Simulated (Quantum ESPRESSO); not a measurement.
# Hf (Im-3m) in Quantum ESPRESSO: a series of runs, part 2 of 2

Quantum ESPRESSO 7.5. Earlier steps stand in the parts before.

## (3) Phonons, LDA

The input, pw.in:

```
&CONTROL
  calculation = 'scf'
  prefix = 'pwscf'
  outdir = './tmp'
  pseudo_dir = './pseudo'
  tprnfor = .true.
  tstress = .true.
  disk_io = 'low'
/
&SYSTEM
  ibrav = 0
  nat = 1
  ntyp = 1
  ecutwfc = 45
  ecutrho = 360
  nbnd = 12
  occupations = 'smearing'
  smearing = 'mv'
  degauss = 0.01469973
/
&ELECTRONS
  conv_thr = 2d-10
  electron_maxstep = 120
  mixing_beta = 0.5
/
ATOMIC_SPECIES
Hf   178.4900 hf_lda_v1.uspp.F.UPF
CELL_PARAMETERS angstrom
  -1.8050000000    1.8050000000    1.8050000000
   1.8050000000   -1.8050000000    1.8050000000
   1.8050000000    1.8050000000   -1.8050000000
ATOMIC_POSITIONS angstrom
Hf     0.0000000000    0.0000000000    0.0000000000
K_POINTS automatic
10 10 10 0 0 0
```

The input, relax.in:

```
&CONTROL
  calculation = 'vc-relax'
  prefix = 'pwscf'
  outdir = './tmp'
  pseudo_dir = './pseudo'
  tprnfor = .true.
  tstress = .true.
  disk_io = 'low'
  nstep = 40
  forc_conv_thr = 0.0001
  etot_conv_thr = 1d-06
/
&SYSTEM
  ibrav = 0
  nat = 1
  ntyp = 1
  ecutwfc = 45
  ecutrho = 360
  nbnd = 12
  occupations = 'smearing'
  smearing = 'mv'
  degauss = 0.01469973
/
&ELECTRONS
  conv_thr = 2d-10
  electron_maxstep = 120
  mixing_beta = 0.5
/
&IONS
  ion_dynamics = 'bfgs'
/
&CELL
  cell_dynamics = 'bfgs'
  press = 0
  press_conv_thr = 0.2
/
ATOMIC_SPECIES
Hf   178.4900 hf_lda_v1.uspp.F.UPF
CELL_PARAMETERS angstrom
  -1.8050000000    1.8050000000    1.8050000000
   1.8050000000   -1.8050000000    1.8050000000
   1.8050000000    1.8050000000   -1.8050000000
ATOMIC_POSITIONS angstrom
Hf     0.0000000000    0.0000000000    0.0000000000
K_POINTS automatic
10 10 10 0 0 0
```

The input, scf2.in:

```
&CONTROL
  calculation = 'scf'
  prefix = 'pwscf'
  outdir = './tmp'
  pseudo_dir = './pseudo'
  tprnfor = .true.
  tstress = .true.
  disk_io = 'low'
/
&SYSTEM
  ibrav = 0
  nat = 1
  ntyp = 1
  ecutwfc = 45
  ecutrho = 360
  nbnd = 12
  occupations = 'smearing'
  smearing = 'mv'
  degauss = 0.01469973
/
&ELECTRONS
  conv_thr = 1d-13
  electron_maxstep = 120
  mixing_beta = 0.5
  startingpot = 'file'
  startingwfc = 'file'
/
ATOMIC_SPECIES
Hf   178.4900 hf_lda_v1.uspp.F.UPF
CELL_PARAMETERS angstrom
  -1.7234586099    1.7234586099    1.7234586099
   1.7234586099   -1.7234586099    1.7234586099
   1.7234586099    1.7234586099   -1.7234586099
ATOMIC_POSITIONS angstrom
Hf     0.0000000000    0.0000000000    0.0000000000
K_POINTS automatic
10 10 10 0 0 0
```

The input, ph.in:

```
phonons of Hf
&INPUTPH
  prefix = 'pwscf'
  outdir = './tmp'
  tr2_ph = 1d-18
  fildyn = 'dyn'
  niter_ph = 90
  alpha_mix(1) = 0.4
/
0.4330127019 0.4330127019 0.0000000000
```

Potentials or basis: GBRV 1.5 LDA.

Run with:

```bash
OMP_NUM_THREADS=1 pw.x -in pw.in > pw.out
OMP_NUM_THREADS=1 pw.x -in relax.in > relax.out
OMP_NUM_THREADS=1 pw.x -in scf2.in > scf2.out
OMP_NUM_THREADS=1 ph.x -in ph.in > ph.out
```

pw.out:

```text
This program is part of the open-source Quantum ESPRESSO suite
     for quantum simulation of materials; please cite
[... 9 lines left out ...]
     --------------------
     sticks:   dense  smooth     PW     G-vecs:    dense   smooth      PW
     Sum         941     471    173                18245     6531    1505

     Using Slab Decomposition

     bravais-lattice index     =            0
     lattice parameter (alat)  =       5.9079  a.u.
     unit-cell volume          =     158.7407 (a.u.)^3
     number of atoms/cell      =            1
     number of atomic types    =            1
     number of electrons       =        12.00
     number of Kohn-Sham states=           12
     kinetic-energy cutoff     =      45.0000  Ry
     charge density cutoff     =     360.0000  Ry
     scf convergence threshold =      2.0E-10
     mixing beta               =       0.5000
     number of iterations used =            8  plain     mixing
     Exchange-correlation= SLA  PZ   NOGX NOGC
                           (   1   1   0   0   0   0   0)

     celldm(1)=   5.907948  celldm(2)=   0.000000  celldm(3)=   0.000000
     celldm(4)=   0.000000  celldm(5)=   0.000000  celldm(6)=   0.000000

     crystal axes: (cart. coord. in units of alat)
               a(1) = (  -0.577350   0.577350   0.577350 )
               a(2) = (   0.577350  -0.577350   0.577350 )
               a(3) = (   0.577350   0.577350  -0.577350 )

     reciprocal axes: (cart. coord. in units 2 pi/alat)
               b(1) = ( -0.000000  0.866025  0.866025 )
               b(2) = (  0.866025 -0.000000  0.866025 )
[... 36 lines left out ...]
        k(    6) = (  -0.4330127  -0.4330127   0.0000000), wk =   0.0120000
[... 39 lines left out ...]
        k(   46) = (  -0.8660254  -0.0866025  -0.0866025), wk =   0.0240000
        k(   47) = (  -0.8660254  -0.8660254  -0.8660254), wk =   0.0020000

     Dense  grid:    18245 G-vectors     FFT dimensions: (  36,  36,  36)

     Smooth grid:     6531 G-vectors     FFT dimensions: (  25,  25,  25)

     Initial potential from superposition of free atoms

     starting charge      10.0000, renormalised to      12.0000

     negative rho (up, down):  1.291E-01 0.000E+00
     Starting wfcs are   13 randomized atomic wfcs

     Self-consistent Calculation

     iteration #  1     ecut=    45.00 Ry     beta= 0.50
     Davidson diagonalization with overlap
     ethr =  1.00E-02,  avg # of iterations =  3.6

     negative rho (up, down):  1.128E-01 0.000E+00
[... 67 lines left out ...]
     iteration #  9     ecut=    45.00 Ry     beta= 0.50
     Davidson diagonalization with overlap
     ethr =  4.82E-12,  avg # of iterations =  1.8

     negative rho (up, down):  1.120E-01 0.000E+00

     End of self-consistent calculation

          k = 0.0000 0.0000 0.0000 (   791 PWs)   bands (ev):

   -48.3511 -16.6567 -16.6567 -16.6567   6.4258  14.6951  14.6951  14.6951
    17.3467  17.3467  26.3100  26.3100
[... 228 lines left out ...]
   -48.2552 -17.1527 -17.1527 -17.1527  10.9175  10.9175  19.6309  19.6309
    19.6309  20.1363  20.1363  20.1363

     the Fermi energy is    13.2699 ev

!    total energy              =    -158.55852801 Ry
     estimated scf accuracy    <          4.8E-11 Ry
     smearing contrib. (-TS)   =       0.00038861 Ry
     internal energy E=F+TS    =    -158.55891662 Ry

     The total energy is F=E-TS. E is the sum of the following terms:
     one-electron contribution =     -20.81960699 Ry
     hartree contribution      =      14.28411641 Ry
     xc contribution           =     -75.20483475 Ry
     ewald contribution        =     -76.81859129 Ry

     convergence has been achieved in   9 iterations

     negative rho (up, down):  1.120E-01 0.000E+00

     Forces acting on atoms (cartesian axes, Ry/au):

     atom    1 type  1   force =     0.00000000    0.00000000    0.00000000

     Total force =     0.000000     Total SCF correction =     0.000000

     Computing stress (Cartesian axis) and pressure

     negative rho (up, down):  1.120E-01 0.000E+00
          total   stress  (Ry/bohr**3)                   (kbar)     P=     -126.90
  -0.00086266   0.00000000   0.00000000         -126.90        0.00        0.00
   0.00000000  -0.00086266   0.00000000            0.00     -126.90        0.00
   0.00000000   0.00000000  -0.00086266            0.00        0.00     -126.90

=------------------------------------------------------------------------------=
   JOB DONE.
=------------------------------------------------------------------------------=
```

Wall time 3.4 min (1 thread of AMD EPYC 7R43 (Zen 3), shared host); peak memory 0.17 GiB.

What came out:

| Item | Value |
| --- | --- |
| Free energy | -2157.4282 eV |
| Relaxed volume | 20.48 Å³/atom |
| Relaxed cell | a = 2.985 Å, b = 2.985 Å, c = 2.985 Å, α = 109.47°, β = 109.47°, γ = 109.47° |
| Space group after relaxing (to 0.05 Å) | Im-3m (No. 229) |
| Pressure after relaxing | -0.3 GPa |
| Band gap on the k mesh | none (metal or under the smearing width) |
| Highest phonon frequency at the q point run | 104 cm⁻¹ |
| Most unstable mode | 79i cm⁻¹ |

Step by step:
```
step  energy change (eV)  largest force (eV/Å)  pressure (GPa)  volume (Å³)
   1              0.0000                0.0000          -12.69        23.52
   2             -0.0949                0.0000           -7.51        22.03
   3             -0.1317                0.0000            1.70        20.18
   4             -0.1332                0.0000           -0.13        20.50
   5             -0.1332                0.0000            0.00        20.48
```

Final structure:
```cif
data_structure
_symmetry_space_group_name_H-M 'P 1'
_symmetry_Int_Tables_number 1
_cell_length_a 2.9851
_cell_length_b 2.9851
_cell_length_c 2.9851
_cell_angle_alpha 109.471
_cell_angle_beta 109.471
_cell_angle_gamma 109.471
_cell_volume 20.48
loop_
_atom_site_label
_atom_site_type_symbol
_atom_site_fract_x
_atom_site_fract_y
_atom_site_fract_z
_atom_site_occupancy
Hf1 Hf 0.00000 0.00000 0.00000 1
```

Phonon frequencies in cm⁻¹ (negative: imaginary):
```tsv
q point	frequencies
(0.000, 0.000, 0.500)	-79 85 104
```

Phonon modes at q = (0.000, 0.000, 0.500) in reciprocal lattice units:
```csv
mode,symmetry,cm⁻¹
1,B_2u,-79
2,B_1u,85
3,B_3u,104
```

Caveat: the mesh is thin for the phonons of a metal; some modes are imaginary. Spin-orbit coupling is left out, which matters for the levels of Hf.

## (4) Phonons, LDA, target pressure 3 GPa, at which the enthalpy is minimised

pw.in is that of step 3.

Changes to relax.in since step 3:

```diff
@@ -33,3 +33,3 @@
   cell_dynamics = 'bfgs'
-  press = 0
+  press = 30
   press_conv_thr = 0.2
```

Changes to scf2.in since step 3:

```diff
@@ -30,5 +30,5 @@
 CELL_PARAMETERS angstrom
-  -1.7234586099    1.7234586099    1.7234586099
-   1.7234586099   -1.7234586099    1.7234586099
-   1.7234586099    1.7234586099   -1.7234586099
+  -1.7090289579    1.7090289579    1.7090289579
+   1.7090289579   -1.7090289579    1.7090289579
+   1.7090289579    1.7090289579   -1.7090289579
 ATOMIC_POSITIONS angstrom
```

Changes to ph.in since step 3:

```diff
@@ -9,2 +9,2 @@
 /
-0.4330127019 0.4330127019 0.0000000000
+0.4330127019 0.4330127019 -0.0000000000
```

Potentials or basis: GBRV 1.5 LDA.

Run with:

```bash
OMP_NUM_THREADS=1 pw.x -in pw.in > pw.out
OMP_NUM_THREADS=1 pw.x -in relax.in > relax.out
OMP_NUM_THREADS=1 pw.x -in scf2.in > scf2.out
OMP_NUM_THREADS=1 ph.x -in ph.in > ph.out
```

pw.out:

```text
This program is part of the open-source Quantum ESPRESSO suite
     for quantum simulation of materials; please cite
[... 9 lines left out ...]
     --------------------
     sticks:   dense  smooth     PW     G-vecs:    dense   smooth      PW
     Sum         941     471    173                18245     6531    1505

     Using Slab Decomposition

     bravais-lattice index     =            0
     lattice parameter (alat)  =       5.9079  a.u.
     unit-cell volume          =     158.7407 (a.u.)^3
     number of atoms/cell      =            1
     number of atomic types    =            1
     number of electrons       =        12.00
     number of Kohn-Sham states=           12
     kinetic-energy cutoff     =      45.0000  Ry
     charge density cutoff     =     360.0000  Ry
     scf convergence threshold =      2.0E-10
     mixing beta               =       0.5000
     number of iterations used =            8  plain     mixing
     Exchange-correlation= SLA  PZ   NOGX NOGC
                           (   1   1   0   0   0   0   0)

     celldm(1)=   5.907948  celldm(2)=   0.000000  celldm(3)=   0.000000
     celldm(4)=   0.000000  celldm(5)=   0.000000  celldm(6)=   0.000000

     crystal axes: (cart. coord. in units of alat)
               a(1) = (  -0.577350   0.577350   0.577350 )
               a(2) = (   0.577350  -0.577350   0.577350 )
               a(3) = (   0.577350   0.577350  -0.577350 )

     reciprocal axes: (cart. coord. in units 2 pi/alat)
               b(1) = ( -0.000000  0.866025  0.866025 )
               b(2) = (  0.866025 -0.000000  0.866025 )
               b(3) = (  0.866025  0.866025  0.000000 )

     PseudoPot. # 1 for Hf read from file:
     hf_lda_v1.uspp.F.UPF
     Pseudo is Ultrasoft + core correction, Zval = 12.0
     Generated by new atomic code, or converted to UPF format
     Using radial grid of  921 points,  8 beta functions with:
                l(1) =   0
                l(2) =   0
                l(3) =   0
                l(4) =   1
                l(5) =   1
                l(6) =   2
                l(7) =   2
                l(8) =   3
     Q(r) pseudized with  6 coefficients,  rinner =    1.200   1.200   1.200
                                                       1.200   1.200   1.200
                                                       1.200

     atomic species   valence    mass     pseudopotential
     Hf               12.00   178.49000     Hf( 1.00)

     48 Sym. Ops., with inversion, found

   Cartesian axes

     site n.     atom                  positions (alat units)
         1        Hf     tau(   1) = (   0.0000000   0.0000000   0.0000000  )

     number of k points=    47  Marzari-Vanderbilt smearing, width (Ry)=  0.0147
                       cart. coord. in units 2pi/alat
        k(    1) = (   0.0000000   0.0000000   0.0000000), wk =   0.0020000
        k(    2) = (   0.0866025   0.0866025   0.0000000), wk =   0.0240000
        k(    3) = (   0.1732051   0.1732051   0.0000000), wk =   0.0240000
        k(    4) = (   0.2598076   0.2598076   0.0000000), wk =   0.0240000
        k(    5) = (   0.3464102   0.3464102   0.0000000), wk =   0.0240000
        k(    6) = (  -0.4330127  -0.4330127   0.0000000), wk =   0.0120000
[... 39 lines left out ...]
        k(   46) = (  -0.8660254  -0.0866025  -0.0866025), wk =   0.0240000
        k(   47) = (  -0.8660254  -0.8660254  -0.8660254), wk =   0.0020000

     Dense  grid:    18245 G-vectors     FFT dimensions: (  36,  36,  36)

     Smooth grid:     6531 G-vectors     FFT dimensions: (  25,  25,  25)

     Initial potential from superposition of free atoms

     starting charge      10.0000, renormalised to      12.0000

     negative rho (up, down):  1.291E-01 0.000E+00
     Starting wfcs are   13 randomized atomic wfcs

     Self-consistent Calculation

     iteration #  1     ecut=    45.00 Ry     beta= 0.50
     Davidson diagonalization with overlap
     ethr =  1.00E-02,  avg # of iterations =  3.6

     negative rho (up, down):  1.128E-01 0.000E+00
[... 67 lines left out ...]
     iteration #  9     ecut=    45.00 Ry     beta= 0.50
     Davidson diagonalization with overlap
     ethr =  4.82E-12,  avg # of iterations =  1.8

     negative rho (up, down):  1.120E-01 0.000E+00

     End of self-consistent calculation

          k = 0.0000 0.0000 0.0000 (   791 PWs)   bands (ev):

   -48.3511 -16.6567 -16.6567 -16.6567   6.4258  14.6951  14.6951  14.6951
    17.3467  17.3467  26.3100  26.3100
[... 18 lines left out ...]
   -48.3019 -17.2937 -16.8659 -16.6588   9.8225  12.9618  13.7956  17.2120
    17.9153  19.3653  23.5801  24.1413

          k =-0.4330-0.4330 0.0000 (   814 PWs)   bands (ev):

   -48.2967 -17.3571 -16.8875 -16.6591  10.0426  12.8190  14.2660  17.1311
    18.0849  20.3981  22.6846  23.5612

          k = 0.1732 0.0866 0.0866 (   811 PWs)   bands (ev):
[... 81 lines left out ...]
   -48.2929 -17.1011 -17.1011 -16.8058  11.9394  12.8248  12.8248  18.0250
    18.0250  19.2075  23.5180  23.5180

          k =-0.0000-0.1732 0.3464 (   822 PWs)   bands (ev):

   -48.3112 -17.1151 -16.8339 -16.7115   9.2555  13.5062  13.6754  16.1031
    17.4538  18.0597  24.9606  27.2023

          k = 0.0866-0.0866 0.3464 (   814 PWs)   bands (ev):
[... 46 lines left out ...]
   -48.3152 -16.9427 -16.8232 -16.8232   8.9071  14.2368  14.6704  14.6704
    16.0145  18.2070  25.9232  29.4610

          k =-0.0000-0.0866 0.4330 (   807 PWs)   bands (ev):

   -48.2997 -17.0922 -16.8982 -16.8451  10.0375  13.1603  14.5312  15.2503
    17.2387  17.9633  25.1226  28.6824

          k = 0.0000-0.1732 0.5196 (   805 PWs)   bands (ev):
[... 21 lines left out ...]
   -48.2744 -17.1685 -17.1685 -16.8772  11.9708  11.9708  13.5021  17.6820
    17.6820  21.0853  22.8861  22.8861

          k =-0.0000-0.0000 0.5196 (   799 PWs)   bands (ev):

   -48.2855 -17.0929 -16.9765 -16.9765  10.8883  12.4585  15.4690  15.4690
    17.4509  17.4574  26.0730  27.2935

          k = 0.0000-0.0866 0.6062 (   803 PWs)   bands (ev):
[... 26 lines left out ...]
   -48.2552 -17.1527 -17.1527 -17.1527  10.9175  10.9175  19.6309  19.6309
    19.6309  20.1363  20.1363  20.1363

     the Fermi energy is    13.2699 ev

!    total energy              =    -158.55852801 Ry
     estimated scf accuracy    <          4.8E-11 Ry
     smearing contrib. (-TS)   =       0.00038861 Ry
     internal energy E=F+TS    =    -158.55891662 Ry

     The total energy is F=E-TS. E is the sum of the following terms:
     one-electron contribution =     -20.81960699 Ry
     hartree contribution      =      14.28411641 Ry
     xc contribution           =     -75.20483475 Ry
     ewald contribution        =     -76.81859129 Ry

     convergence has been achieved in   9 iterations

     negative rho (up, down):  1.120E-01 0.000E+00

     Forces acting on atoms (cartesian axes, Ry/au):

     atom    1 type  1   force =     0.00000000    0.00000000    0.00000000

     Total force =     0.000000     Total SCF correction =     0.000000

     Computing stress (Cartesian axis) and pressure

     negative rho (up, down):  1.120E-01 0.000E+00
          total   stress  (Ry/bohr**3)                   (kbar)     P=     -126.90
  -0.00086266   0.00000000   0.00000000         -126.90        0.00        0.00
   0.00000000  -0.00086266   0.00000000            0.00     -126.90        0.00
   0.00000000   0.00000000  -0.00086266            0.00        0.00     -126.90

=------------------------------------------------------------------------------=
   JOB DONE.
=------------------------------------------------------------------------------=
```

scf2.out:

```text
This program is part of the open-source Quantum ESPRESSO suite
     for quantum simulation of materials; please cite
[... 9 lines left out ...]
     --------------------
     sticks:   dense  smooth     PW     G-vecs:    dense   smooth      PW
     Sum         841     415    169                15587     5473    1409
[... 395 lines left out ...]
   0.00018333  -0.00000000  -0.00000000           26.97       -0.00       -0.00
  -0.00000000   0.00018333   0.00000000           -0.00       26.97        0.00
  -0.00000000   0.00000000   0.00018333           -0.00        0.00       26.97

=------------------------------------------------------------------------------=
   JOB DONE.
=------------------------------------------------------------------------------=
```

Run time: 4 min. Hardware: 1 thread of AMD EPYC 7R43 (Zen 3), shared host; peak memory 0.18 GiB.

Results:

```yaml
Free_energy: -2157.4232 eV
Relaxed_volume: 19.97 Å³/atom
Relaxed_cell: a = 2.960 Å, b = 2.960 Å, c = 2.960 Å, α = 109.47°, β = 109.47°, γ = 109.47°
Space_group_after_relaxing_to_0.05_Å: Im-3m (No. 229)
Pressure_after_relaxing: 2.7 GPa
Band_gap_on_the_k_mesh: none (metal or under the smearing width)
Highest_phonon_frequency_at_the_q_point_run: 104 cm⁻¹
Most_unstable_mode: 78i cm⁻¹
```

The path:
```
step  energy change (eV)  largest force (eV/Å)  pressure (GPa)  volume (Å³)
   1              0.0000                0.0000          -12.69        23.52
   2             -0.1094                0.0000           -6.07        21.69
   3             -0.1189                0.0000            5.31        19.60
   4             -0.1289                0.0000            2.84        19.99
   5             -0.1285                0.0000            3.00        19.97
```

Final structure:
```cif
data_structure
_symmetry_space_group_name_H-M 'P 1'
_symmetry_Int_Tables_number 1
_cell_length_a 2.9601
_cell_length_b 2.9601
_cell_length_c 2.9601
_cell_angle_alpha 109.471
_cell_angle_beta 109.471
_cell_angle_gamma 109.471
_cell_volume 19.97
loop_
_atom_site_label
_atom_site_type_symbol
_atom_site_fract_x
_atom_site_fract_y
_atom_site_fract_z
_atom_site_occupancy
Hf1 Hf 0.00000 0.00000 0.00000 1
```

Levels at points of the mesh, in eV from the Fermi level:
```
              k point  band 4  band 5  band 6  band 7  band 8  band 9
   (0.00, 0.00, 0.00)  -29.35   -7.41    1.50    1.50    1.50    4.64
  (0.00, 0.00, -0.50)  -29.36   -3.79   -0.80    1.62    4.52    5.65
(-0.50, -0.50, -0.50)  -30.18   -3.14   -3.14    7.60    7.60    7.60
```

Phonon frequencies in cm⁻¹ (negative: imaginary):
| q point | frequencies |
| --- | --- |
| (0.000, 0.000, 0.500) | -78 84 104 |

Phonon modes at q = (0.000, 0.000, 0.500) in reciprocal lattice units:
```csv
mode,symmetry,cm⁻¹
1,B_2u,-78
2,B_1u,84
3,B_3u,104
```

Caveat: the mesh is thin for the phonons of a metal; some modes are imaginary; the volume moved by over 15 % at a fixed basis, so the end points are rough. The run has no spin-orbit coupling, so splittings on Hf are missing.

## (5) Overview

```tsv
cell	gap on the mesh (eV)	pressure (GPa)
relaxed to -3 GPa	none	-3.2
relaxed	none	-0.3
relaxed to 3 GPa	none	2.7
```

Alike in all rows: task phonons; level LDA; potentials or basis GBRV 1.5 LDA; no spin polarisation; k mesh 10 × 10 × 10; cutoff (eV) 612; smearing cold 0.2 eV.

Caveats: some modes are imaginary; the mesh is thin for the phonons of a metal (some runs); the cell is more than 3 GPa from zero pressure, which shifts response properties (some runs); the volume moved by over 15 % at a fixed basis, so the end points are rough (some runs).

Total energies depend on the potentials used, so only differences within one code and one set of settings carry meaning.
